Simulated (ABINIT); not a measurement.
# BN (P6_3/mmc) in ABINIT: notebook

The runs below take BN through band structure, with BLYP, LDA-PZ, PBEsol, AM05.

All numbers are computed with ABINIT 10.8.3 (patched build); they aren't measurements. Logs are shortened: lines on timing, memory, paths and dates and some standing lists are left out, and cuts for length are marked. The log counts tension as positive stress, the text compression.

### 1 The crystal as given

Symmetry: P6_3/mmc, No. 194, hexagonal system. Conventional cell: a = 2.498 Å, b = 2.498 Å, c = 6.636 Å, α = 90.00°, β = 90.00°, γ = 120.00°. N (site symmetry -6m2) is surrounded by 3 B at 1.44 Å. B (site symmetry -6m2) is surrounded by 3 N at 1.44 Å.

### 2 Band structure, BLYP

File run.abi:

```
# Datasets: ground state, then fixed potential
ndtset 2

# Pseudopotentials
pp_dirpath "./"
pseudos "N.GGA_PBE-JTH.xml, B.GGA_PBE-JTH.xml"

# Structure
acell 4.7209893936 4.7209893937 12.5396556452
rprim
     1.0000000000     0.0000000000     0.0000000000
    -0.5000000000     0.8660254038     0.0000000000
     0.0000000000     0.0000000000     1.0000000000
ntypat 2
znucl 7 5
natom 4
typat 1 1 2 2
xcart
     2.3604946970     1.3628322485     3.1349139113
    -0.0000000002     2.7256644974     9.4047417339
     2.3604946970     1.3628322485     9.4047417339
    -0.0000000002     2.7256644974     3.1349139113

# Plane-wave basis
ecut 26.0
pawecutdg 48.0
pawovlp 30

# Exchange and correlation
ixc -106131

# Bands and occupations
occopt 3
tsmear 0.05 eV

# SCF cycle
nstep 100

# Output
iomode 3
prtwf 0
prteig 0
prtebands 0
prtden1 1
prtvha1 1
prtvclmb1 1
prtpot1 1

# Dataset 1
kptopt1 1
ngkpt1 12 12 4
nshiftk1 1
shiftk1 0.0 0.0 0.0
nband1 12
tolvrs1 1.0e-9

# Dataset 2: bands along G-M-K-G-A-L-H-A
iscf2 -2
getden2 1
nband2 18
nbdbuf2 4
tolwfr2 1.0e-11
kptopt2 -7
ndivsm2 8
prteig2 1
kptbounds2
     0.0000000000     0.0000000000     0.0000000000
     0.5000000000     0.0000000000     0.0000000000
     0.3333333333     0.3333333333     0.0000000000
     0.0000000000     0.0000000000     0.0000000000
     0.0000000000     0.0000000000     0.5000000000
     0.5000000000     0.0000000000     0.5000000000
     0.3333333333     0.3333333333     0.5000000000
     0.0000000000     0.0000000000     0.5000000000
```

Potentials or basis: JTH PAW PBE v2.0.

Launch:

```sh
$ abinit run.abi > log 2>&1
```

run.abo:

```text
.Version 10.8.3 of ABINIT
 DATASET    1 : space group P6_3/m m c (#194); Bravais hP (primitive hexag.)
================================================================================
 Values of the parameters that define the memory need for DATASET  1.
     intxc =       0    ionmov =       0      iscf =      17    lmnmax =       8
     lnmax =       4     mgfft =      60  mpssoang =       2    mqgrid =    3911
     natom =       4  nloc_mem =       2    nspden =       1   nspinor =       1
    nsppol =       1      nsym =      24    n1xccc =       1    ntypat =       2
    occopt =       3   xclevel =       2
       mpw =        1560          nfft =       34560          nkpt =          57
 PAW method is used; the additional fine FFT grid is defined by:
   mgfftf=        80    nfftf =     72000
================================================================================
================================================================================

 DATASET    2 : space group P6_3/m m c (#194); Bravais hP (primitive hexag.)
================================================================================
 Values of the parameters that define the memory need for DATASET  2.
     intxc =       0    ionmov =       0      iscf =      -2    lmnmax =       8
     lnmax =       4     mgfft =      60  mpssoang =       2    mqgrid =    3911
     natom =       4  nloc_mem =       2    nspden =       1   nspinor =       1
    nsppol =       1      nsym =      24    n1xccc =       1    ntypat =       2
    occopt =       3   xclevel =       2
       mpw =        1579          nfft =       34560          nkpt =         143
 PAW method is used; the additional fine FFT grid is defined by:
   mgfftf=        80    nfftf =     72000
================================================================================
================================================================================

--------------------------------------------------------------------------------
------------- Echo of variables that govern the present computation ------------
--------------------------------------------------------------------------------
 -outvars: echo values of preprocessed input variables --------
            acell      4.7209893936E+00  4.7209893937E+00  1.2539655645E+01 Bohr
              amu      1.40067400E+01  1.08110000E+01
             ecut      2.60000000E+01 Hartree
           getden1          0
           getden2          1
             iscf1         17
             iscf2         -2
                       outvar_i_n : Printing only first  50 k-points.
              ixc     -106131
           jdtset        1    2
                       outvar_i_n : Printing only first  50 k-points.
           kptopt1          1
           kptopt2         -7
         kptrlatt       12    0    0      0   12    0      0    0    4
          kptrlen1     5.01586226E+01
          kptrlen2     3.00000000E+01
            natom           4
            nband1         12
            nband2         18
           nbdbuf1          0
           nbdbuf2          4
           ndtset           2
           ndivsm1          0
           ndivsm2          8
            ngfft          24      24      60
          ngfftdg          30      30      80
             nkpt1         57
             nkpt2        143
            nstep         100
             nsym          24
           ntypat           2
                       prtocc : prtvol=0, do not print more k-points.
           occopt           3
        pawecutdg      4.80000000E+01 Hartree
          pawovlp      3.0000000000E+01
         pawxcdev           0
        prtebands           0
           prteig1          0
           prteig2          1
           prtpot1          1
           prtpot2          0
         prtvclmb1          1
         prtvclmb2          0
           prtvha1          1
           prtvha2          0
            prtwf           0
            rprim      1.0000000000E+00  0.0000000000E+00  0.0000000000E+00
[... 45 lines left out ...]
    4        1.70617          2.24761999

================================================================================

 ----iterations are completed or convergence reached----

 Mean square residual over all n,k,spin=   43.221E-13; max=  99.779E-13
 reduced coordinates (array xred) for    4 atoms
       0.666666666665      0.333333333319      0.250000000000
       0.333333333332      0.666666666653      0.750000000000
       0.666666666665      0.333333333319      0.750000000000
       0.333333333332      0.666666666653      0.250000000000

 cartesian coordinates (angstrom) at end:
    1      1.24911999916094     0.72117976776109     1.65892499887731
    2     -0.00000000000441     1.44235953555249     4.97677499663194
    3      1.24911999916094     0.72117976776109     4.97677499663194
    4     -0.00000000000441     1.44235953555249     1.65892499887731
 length scales=  4.720989393600  4.720989393700 12.539655645200 bohr
              =  2.498239998313  2.498239998366  6.635699995509 angstroms
 Eigenvalues (hartree) for nkpt= 143  k points:
 kpt#   1, nband= 18, wtk=  1.00000, kpt=  0.0000  0.0000  0.0000 (reduced coord)
  -0.52376   -0.51293   -0.09915   -0.02126    0.07687    0.07687    0.07821    0.07821
   0.32454    0.50977    0.55773    0.55773    0.56224    0.56224    0.58629    0.60923
   0.68212    0.74214
 kpt#   2, nband= 18, wtk=  1.00000, kpt=  0.0200  0.0000  0.0000 (reduced coord)
  -0.52347   -0.51265   -0.09875   -0.02090    0.07567    0.07630    0.07699    0.07764
   0.32508    0.50960    0.55754    0.55901    0.56193    0.56351    0.58736    0.60814
   0.68309    0.74153
 kpt#   3, nband= 18, wtk=  1.00000, kpt=  0.0400  0.0000  0.0000 (reduced coord)
  -0.52261   -0.51182   -0.09756   -0.01983    0.07210    0.07338    0.07460    0.07598
   0.32669    0.50905    0.55683    0.56121    0.56283    0.56731    0.59046    0.60489
   0.68597    0.73975
 kpt#   4, nband= 18, wtk=  1.00000, kpt=  0.0600  0.0000  0.0000 (reduced coord)
  -0.52118   -0.51043   -0.09558   -0.01806    0.06628    0.06751    0.07185    0.07327
   0.32931    0.50809    0.55537    0.56049    0.56912    0.57357    0.59538    0.59953
   0.69065    0.73687
 kpt#   5, nband= 18, wtk=  1.00000, kpt=  0.0800  0.0000  0.0000 (reduced coord)
[... 541 lines left out ...]
   0.41527    0.41527    0.55883    0.55883    0.57150    0.57150    0.59967    0.59967
   0.70358    0.70358
 kpt# 141, nband= 18, wtk=  1.00000, kpt=  0.0238  0.0238  0.5000 (reduced coord)
  -0.51732   -0.51732   -0.06302   -0.06302    0.07250    0.07250    0.07513    0.07513
   0.41329    0.41329    0.55937    0.55937    0.56527    0.56527    0.60154    0.60154
   0.70176    0.70176
 kpt# 142, nband= 18, wtk=  1.00000, kpt=  0.0119  0.0119  0.5000 (reduced coord)
  -0.51822   -0.51822   -0.06423   -0.06423    0.07627    0.07627    0.07694    0.07694
   0.41206    0.41206    0.55980    0.55980    0.56131    0.56131    0.60260    0.60260
   0.70079    0.70079
 kpt# 143, nband= 18, wtk=  1.00000, kpt=  0.0000  0.0000  0.5000 (reduced coord)
  -0.51852   -0.51852   -0.06463   -0.06463    0.07754    0.07754    0.07754    0.07754
   0.41164    0.41164    0.55996    0.55996    0.55996    0.55996    0.60293    0.60293
   0.70050    0.70050

== END DATASET(S) ==============================================================
================================================================================

 -outvars: echo values of variables after computation  --------
            acell      4.7209893936E+00  4.7209893937E+00  1.2539655645E+01 Bohr
           etotal1    -2.5933502358E+01
            fcart1     1.0266410275E-27  5.9273147356E-28 -0.0000000000E+00
                      -7.9849857691E-28 -4.6101336832E-28 -0.0000000000E+00
                      -1.1407122527E-28 -6.5859052617E-29 -0.0000000000E+00
                      -1.1407122527E-28 -6.5859052617E-29 -0.0000000000E+00
            rprim      1.0000000000E+00  0.0000000000E+00  0.0000000000E+00
                      -5.0000000000E-01  8.6602540380E-01  0.0000000000E+00
                       0.0000000000E+00  0.0000000000E+00  1.0000000000E+00
           strten1    -2.8149644119E-04 -2.8149644148E-04 -1.6623243959E-04
                       0.0000000000E+00  0.0000000000E+00  4.5246373729E-14
           xangst      1.2491199992E+00  7.2117976776E-01  1.6589249989E+00
                      -4.4097271160E-12  1.4423595356E+00  4.9767749966E+00
                       1.2491199992E+00  7.2117976776E-01  4.9767749966E+00
                      -4.4097271160E-12  1.4423595356E+00  1.6589249989E+00
             xred      6.6666666666E-01  3.3333333332E-01  2.5000000000E-01
                       3.3333333333E-01  6.6666666665E-01  7.5000000000E-01
                       6.6666666666E-01  3.3333333332E-01  7.5000000000E-01
                       3.3333333333E-01  6.6666666665E-01  2.5000000000E-01
 Calculation completed.
```

Wall time 90 s (1 thread of Arm Neoverse V1, shared host); peak memory 0.18 GiB.

Results:

```
Free energy             : -705.6865 eV
Pressure                : 7.2 GPa
Band gap on the k mesh  : 4.36 eV, indirect (least direct gap 4.71 eV)
Band gap along the path : 4.31 eV, indirect (least direct gap 4.71 eV)
```

Levels at the corners of the path, in eV from the valence-band top:
```csv
point,band 4,band 5,band 6,band 7,band 8,band 9,band 10,band 11,band 12,band 13
Γ,-4.12,-1.45,-1.45,-1.42,-1.42,5.29,10.33,11.63,11.63,11.75
M,-8.84,-4.24,-4.17,-1.47,-0.47,4.31,5.66,9.70,10.16,12.78
K,-7.84,-7.16,-7.16,-0.12,-0.12,4.88,4.88,10.92,13.25,13.25
Γ,-4.12,-1.45,-1.45,-1.42,-1.42,5.29,10.33,11.63,11.63,11.75
A,-5.30,-1.44,-1.44,-1.44,-1.44,7.66,7.66,11.69,11.69,11.69
L,-8.88,-4.21,-4.21,-0.95,-0.95,4.77,4.77,10.11,10.11,13.65
H,-7.92,-7.17,-7.17,-0.04,-0.04,4.67,4.67,12.14,12.14,13.94
A,-5.30,-1.44,-1.44,-1.44,-1.44,7.66,7.66,11.69,11.69,11.69
```

Caveat: the PAW data sets were made with another functional, which shifts forces and pressure a little; this functional lacks dispersion, which binds the layers, so the pressure and a relaxed spacing across them are unreliable; the atomic spheres overlap. A hybrid or GW would open this gap; BLYP tends to underestimate it.

### 3 Band structure, LDA-PZ

run.abi, as its differences from that of step 2:

```diff
@@ -5,6 +5,6 @@
 pp_dirpath "./"
-pseudos "N.GGA_PBE-JTH.xml, B.GGA_PBE-JTH.xml"
+pseudos "N.LDA_PW-JTH.xml, B.LDA_PW-JTH.xml"
 
 # Structure
-acell 4.7209893936 4.7209893937 12.5396556452
+acell 2.49824 2.49824 6.6357 Angstrom
 rprim
@@ -18,10 +18,10 @@
 xcart
-     2.3604946970     1.3628322485     3.1349139113
-    -0.0000000002     2.7256644974     9.4047417339
-     2.3604946970     1.3628322485     9.4047417339
-    -0.0000000002     2.7256644974     3.1349139113
+     1.2491200001     0.7211797682     1.6589250000
+    -0.0000000001     1.4423595366     4.9767750000
+     1.2491200001     0.7211797682     4.9767750000
+    -0.0000000001     1.4423595366     1.6589250000 Angstrom
 
 # Plane-wave basis
-ecut 26.0
-pawecutdg 48.0
+ecut 25.0
+pawecutdg 47.0
 pawovlp 30
@@ -29,3 +29,3 @@
 # Exchange and correlation
-ixc -106131
+ixc 2
 
@@ -44,5 +44,2 @@
 prtden1 1
-prtvha1 1
-prtvclmb1 1
-prtpot1 1
 
@@ -65,2 +62,3 @@
 prteig2 1
+prtvol2 -3
 kptbounds2
```

Potentials or basis: JTH PAW LDA v2.0.

Launch:

```sh
$ abinit run.abi > log 2>&1
```

It took 81 s on 1 thread of Arm Neoverse V1, shared host; peak memory 0.13 GiB.

It converged, with:

| Item | Value |
| --- | --- |
| Free energy | -708.0915 eV |
| Band gap on the k mesh | 4.08 eV, indirect (least direct gap 4.50 eV) |

Levels at the corners of the path, in eV from the valence-band top:
```csv
point,band 4,band 5,band 6,band 7,band 8,band 9,band 10,band 11,band 12,band 13
Γ,-4.20,-1.36,-1.36,-1.33,-1.33,4.90,10.01,11.45,11.45,11.58
M,-8.87,-4.21,-4.14,-1.53,-0.48,4.04,5.49,9.49,9.97,12.28
K,-7.94,-7.10,-7.10,-0.13,-0.13,4.69,4.69,10.35,13.01,13.01
Γ,-4.20,-1.36,-1.36,-1.33,-1.33,4.90,10.01,11.45,11.45,11.58
A,-5.44,-1.35,-1.35,-1.35,-1.35,7.33,7.33,11.51,11.51,11.51
L,-8.91,-4.17,-4.17,-0.99,-0.99,4.53,4.53,9.93,9.93,13.19
H,-8.03,-7.11,-7.11,-0.04,-0.04,4.46,4.46,11.59,11.59,13.74
A,-5.44,-1.35,-1.35,-1.35,-1.35,7.33,7.33,11.51,11.51,11.51
```

Caveat: the cutoff is too short for stress, so the log's stress isn't used; the atomic spheres overlap.

### 4 Band structure, PBEsol

File run.abi:

```
ndtset 2

pp_dirpath "./"
pseudos "N.upf, B.upf"

acell 2.49824 2.49824 6.6357 Angstrom
rprim
     1.0000000000     0.0000000000     0.0000000000
    -0.5000000000     0.8660254038     0.0000000000
     0.0000000000     0.0000000000     1.0000000000
ntypat 2
znucl 7 5
natom 4
typat 1 1 2 2
xred
     0.6666666667     0.3333333333     0.2500000000
     0.3333333333     0.6666666667     0.7500000000
     0.6666666667     0.3333333333     0.7500000000
     0.3333333333     0.6666666667     0.2500000000

ecut 42.0

ixc -116133

occopt 3
tsmear 0.00183747

nstep 100

iomode 3
prtwf 0
prteig 0
prtebands 0
enunit 1
prtden1 1

kptopt1 1
ngkpt1 12 12 4
nshiftk1 1
shiftk1 0.0 0.0 0.0
nband1 12
tolvrs1 1.0e-10

iscf2 -2
getden2 1
nband2 18
nbdbuf2 4
tolwfr2 1.0e-11
kptopt2 -7
ndivsm2 5
prteig2 1
kptbounds2
     0.0000000000     0.0000000000     0.0000000000
     0.5000000000     0.0000000000     0.0000000000
     0.3333333333     0.3333333333     0.0000000000
     0.0000000000     0.0000000000     0.0000000000
     0.0000000000     0.0000000000     0.5000000000
     0.5000000000     0.0000000000     0.5000000000
     0.3333333333     0.3333333333     0.5000000000
     0.0000000000     0.0000000000     0.5000000000
```

Potentials or basis: PseudoDojo NC SR PBEsol v0.4 stringent.

Launch:

```sh
$ abinit run.abi > log 2>&1
```

Wall time 2.3 min (1 thread of Arm Neoverse V1, shared host); peak memory 0.15 GiB.

It converged, with:

- Free energy: -727.6103 eV
- Pressure: 2.6 GPa
- Band gap on the k mesh: 4.21 eV, indirect (least direct gap 4.62 eV)
- Band gap along the path: 4.17 eV, indirect (least direct gap 4.62 eV)
- All electrons inside the program's atomic spheres: N 5.77; B 3.55

Stress tensor (GPa, compression positive):
```
3.38 0.00 0.00
0.00 3.38 0.00
0.00 0.00 0.94
```

Levels at the corners of the path, in eV from the valence-band top:
```tsv
point	band 4	band 5	band 6	band 7	band 8	band 9	band 10	band 11	band 12	band 13
Γ	-4.18	-1.33	-1.33	-1.30	-1.30	5.05	10.16	11.64	11.64	11.76
M	-8.92	-4.19	-4.12	-1.51	-0.47	4.17	5.60	9.54	10.01	12.48
K	-7.94	-7.17	-7.17	-0.12	-0.12	4.81	4.81	10.55	13.14	13.14
Γ	-4.18	-1.33	-1.33	-1.30	-1.30	5.05	10.16	11.64	11.64	11.76
A	-5.40	-1.31	-1.31	-1.31	-1.31	7.46	7.46	11.70	11.70	11.70
L	-8.96	-4.16	-4.16	-0.97	-0.97	4.65	4.65	9.97	9.97	13.39
H	-8.02	-7.17	-7.17	-0.04	-0.04	4.58	4.58	11.79	11.79	13.84
A	-5.40	-1.31	-1.31	-1.31	-1.31	7.46	7.46	11.70	11.70	11.70
```

Caveat: this functional lacks dispersion, which binds the layers, so the pressure and a relaxed spacing across them are unreliable. A hybrid or GW would open this gap; PBEsol tends to underestimate it.

### 5 Band structure, AM05

run.abi, as its differences from that of step 4:

```diff
@@ -1,6 +1,9 @@
+# Datasets: ground state, then fixed potential
 ndtset 2
 
+# Pseudopotentials
 pp_dirpath "./"
-pseudos "N.upf, B.upf"
+pseudos "N.GGA_PBE-JTH.xml, B.GGA_PBE-JTH.xml"
 
+# Structure
 acell 2.49824 2.49824 6.6357 Angstrom
@@ -20,6 +23,11 @@
 
-ecut 42.0
+# Plane-wave basis
+ecut 26.0
+pawecutdg 48.0
+pawovlp 30
 
-ixc -116133
+# Exchange and correlation
+ixc -120135
 
+# Bands and occupations
 occopt 3
@@ -27,4 +35,6 @@
 
+# SCF cycle
 nstep 100
 
+# Output
 iomode 3
@@ -36,2 +46,3 @@
 
+# Dataset 1
 kptopt1 1
@@ -41,4 +52,5 @@
 nband1 12
-tolvrs1 1.0e-10
+tolvrs1 1.0e-9
 
+# Dataset 2: bands along G-M-K-G-A-L-H-A
 iscf2 -2
@@ -49,4 +61,5 @@
 kptopt2 -7
-ndivsm2 5
+ndivsm2 6
 prteig2 1
+prtvol2 -3
 kptbounds2
```

Potentials or basis: JTH PAW PBE v2.0.

Launch:

```sh
$ abinit run.abi > log 2>&1
```

It took 80 s on 1 thread of Arm Neoverse V1, shared host; peak memory 0.14 GiB.

It converged, with:

| Quantity | Value |
| --- | --- |
| Free energy | -702.3522 eV |
| Pressure | 3.1 GPa |
| Band gap on the k mesh | 4.22 eV, indirect (least direct gap 4.60 eV) |
| Band gap along the path | 4.18 eV, indirect (least direct gap 4.60 eV) |

Stress tensor (GPa, compression positive):
```
3.51 0.00 0.00
0.00 3.51 0.00
0.00 0.00 2.41
```

Levels at the corners of the path, in eV from the valence-band top:
```
point  band 5  band 6  band 7  band 8  band 9  band 10  band 11  band 12
    Γ   -1.32   -1.32   -1.28   -1.28    5.25    10.31    11.50    11.50
    M   -4.18   -4.11   -1.51   -0.49    4.18     5.56     9.54     9.96
    K   -7.16   -7.16   -0.13   -0.13    4.77     4.77    10.70    13.23
    Γ   -1.32   -1.32   -1.28   -1.28    5.25    10.31    11.50    11.50
    A   -1.30   -1.30   -1.30   -1.30    7.62     7.62    11.57    11.57
    L   -4.15   -4.15   -0.98   -0.98    4.65     4.65     9.93     9.93
    H   -7.16   -7.16   -0.04   -0.04    4.55     4.55    11.94    11.94
    A   -1.30   -1.30   -1.30   -1.30    7.62     7.62    11.57    11.57
```

Caveat: the PAW data sets were made with another functional, which shifts forces and pressure a little; this functional lacks dispersion, which binds the layers, so the pressure and a relaxed spacing across them are unreliable; the atomic spheres overlap. As with any semilocal functional, this AM05 gap is likely too small.

### 6 Summary

| level | potentials or basis | cutoff (eV) | fine-grid cutoff | gap on the mesh (eV) | pressure (GPa) |
| --- | --- | --- | --- | --- | --- |
| BLYP | JTH PAW PBE v2.0 | 707 | 1306.15 eV | 4.36 | 7.2 |
| LDA-PZ | JTH PAW LDA v2.0 | 680 | 1278.94 eV | 4.08 | - |
| PBEsol | PseudoDojo NC SR PBEsol v0.4 stringent | 1143 | - | 4.21 | 2.6 |
| AM05 | JTH PAW PBE v2.0 | 707 | 1306.15 eV | 4.22 | 3.1 |

Alike in all rows: task band structure; no spin polarisation; cell as given; k mesh 12 × 12 × 4; smearing fermi-dirac 0.05 eV.

Caveats: this functional lacks dispersion, which binds the layers, so the pressure and a relaxed spacing across them are unreliable (some runs); the atomic spheres overlap (some runs); the PAW data sets were made with another functional, which shifts forces and pressure a little (some runs).

Total energies depend on the potentials used, so only differences within one code and one set of settings carry meaning.
